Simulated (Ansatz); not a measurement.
**F: tests of the settings**

The task, for F: sweep the k-point mesh shifted by half a step.

Program: Ansatz 0.2.0. Level of theory: DFT PBE, scalar-relativistic, plane waves, PAW. These are calculated values, not measurements.

2 further runs of the same task are left out: 1 for a broken database entry, 1 set aside as unsound or not needed.

### Step 1. Starting point

The structure is monoclinic, space group C2/c (No. 15). Conventional cell: a = 5.500 Å, b = 3.280 Å, c = 7.280 Å, α = 90.00°, β = 102.17°, γ = 90.00°. Around F (site symmetry 1) lie 1 F at 1.49 Å.

As a file:

```
F
1.0
     2.75000   -1.64000    0.00000
     2.75000    1.64000    0.00000
    -1.53472    0.00000    7.11639
F
4
Direct
  0.96800 0.60200 0.09970
  0.39800 0.03200 0.40030
  0.03200 0.39800 0.90030
  0.60200 0.96800 0.59970
```

The structure comes from the Crystallography Open Database; it is used as listed.

### Step 2. The base input

File input.yaml:

```yaml
crystal:
  lattice:
    - [2.75, -1.64, 0.0]
    - [2.75, 1.64, 0.0]
    - [-1.53472, 0.0, 7.11639]
  atoms:
    - { symbol: F, position: [0.968, 0.602, 0.0997] }
    - { symbol: F, position: [0.398, 0.032, 0.4003] }
    - { symbol: F, position: [0.032, 0.398, 0.9003] }
    - { symbol: F, position: [0.602, 0.968, 0.5997] }
basis:
  ecutwfc: 420
kpoints:
  mp_grid: { grid: [10, 10, 4] }
hamiltonian:
  xc: pbe
scf:
  occupations: { method: gaussian, width: 0.02 }
output:
  forces: true
  stress: true
  eigenvalues: true
  populations: true
```

It was run beforehand and gave: -805.5683 eV/atom at zero smearing, pressure -4.14 GPa, largest force 1.922 eV/Å, gap on the mesh 1.98 eV, in 6 SCF cycles and 2.2 s.

### Step 3. K-point mesh shifted by half a step set to 6×6×2

File input.yaml:

```yaml
crystal:
  lattice:
    - [2.75, -1.64, 0.0]
    - [2.75, 1.64, 0.0]
    - [-1.53472, 0.0, 7.11639]
  atoms:
    - { symbol: F, position: [0.968, 0.602, 0.0997] }
    - { symbol: F, position: [0.398, 0.032, 0.4003] }
    - { symbol: F, position: [0.032, 0.398, 0.9003] }
    - { symbol: F, position: [0.602, 0.968, 0.5997] }
basis:
  ecutwfc: 420
kpoints:
  mp_grid: { grid: [6, 6, 2], shift: [0.5, 0.5, 0.5] }
hamiltonian:
  xc: pbe
scf:
  occupations: { method: gaussian, width: 0.02 }
output:
  forces: true
  stress: true
  eigenvalues: true
```

### Step 4. K-point mesh shifted by half a step: 6×6×4

input.yaml: that of step 3 with these lines changed.

```diff
@@ -13,3 +13,3 @@
 kpoints:
-  mp_grid: { grid: [6, 6, 2], shift: [0.5, 0.5, 0.5] }
+  mp_grid: { grid: [6, 6, 4], shift: [0.5, 0.5, 0.5] }
 hamiltonian:
```

### Step 5. K-point mesh shifted by half a step set to 8×8×4

input.yaml: that of step 4 with these lines changed.

```diff
@@ -13,3 +13,3 @@
 kpoints:
-  mp_grid: { grid: [6, 6, 4], shift: [0.5, 0.5, 0.5] }
+  mp_grid: { grid: [8, 8, 4], shift: [0.5, 0.5, 0.5] }
 hamiltonian:
```

(Steps that only read results are left out.)

What results come out of these runs, taken together? Wanted: largest energy shift, k-point mesh shifted by half a step.

As calculated:

| quantity | value |
| --- | --- |
| largest energy shift, k-point mesh shifted by half a step | 0.04 meV/atom at 6×6×4 |

The densest shifted mesh lands 0.01 meV/atom from the base run. The listed cell is far from this method's equilibrium (-4.1 GPa, forces up to 1.92 eV/Å), so its values are not those of the relaxed crystal.
